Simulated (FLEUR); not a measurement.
# Au: equation of state with PW91

The system is Au.

```xyz
1
Lattice="0.0000 2.0350 2.0350 2.0350 0.0000 2.0350 2.0350 2.0350 0.0000" Properties=species:S:1:pos:R:3 pbc="T T T"
Au    0.0000    0.0000    0.0000
```

```
Program             : FLEUR MaX-R8.1 (later development tree)
Task                : equation of state
Functional          : PW91
Potentials or basis : all-electron
Basis               : FLAPW
Kmax                : 4.1 1/bohr
k mesh              : 11 × 11 × 11
Occupations         : fermi-dirac, width 0.05 eV
Spin                : no spin polarisation
```

```json
{
 "Equilibrium volume": "17.98 Å³/atom (rough: see the caveat)",
 "Bulk modulus": "144 GPa (rough)"
}
```

Energy against volume, from the lowest point:
| volume (Å³/atom) | energy (meV/atom) |
| --- | --- |
| 15.843 | 150.58 |
| 16.181 | 101.81 |
| 16.855 | 36.26 |
| 17.529 | 5.00 |
| 17.866 | 0.00 |

Caveat: the minimum lies outside the volumes run. Spin-orbit coupling is left out, which matters for the levels of Au.
